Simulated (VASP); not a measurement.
**MgS: equation of state with PBE**

MgS:

```xyz
2
Lattice="0.0000 2.8331 2.8331 2.8331 0.0000 2.8331 2.8331 2.8331 0.0000" Properties=species:S:1:pos:R:3 pbc="T T T"
S     1.4166    1.4166    1.4166
Mg    0.0000    0.0000    0.0000
```

The cell comes from a database or a generator and needn't be the stable form of this composition.

```yaml
Program: VASP 6.6.1
Task: equation of state
Functional: PBE
Potentials_or_basis: VASP PAW PBE potentials, release 64 (S, Mg)
Cutoff: 520 eV
k_mesh: 8 × 8 × 8
Occupations: fermi-dirac, width 0.05 eV
Spin: no spin polarisation
Further_INCAR_settings: ALGO = Normal; EDIFF = 1e-07; NBANDS = 11
```

```
Equilibrium volume                      : 23.07 Å³/atom
Bulk modulus                            : 56 GPa
Pressure derivative of the bulk modulus : 4.1
```

Energy against volume, from the lowest point:
```tsv
volume (Å³/atom)	energy (meV/atom)
21.376	24.37
21.831	12.51
22.285	4.74
22.740	0.69
23.195	0.00
23.650	2.34
24.105	7.42
```

All runs of the series together: 110 s on 1 thread of Intel(R) Xeon(R) Platinum 8559C (Emerald Rapids) (shared host).
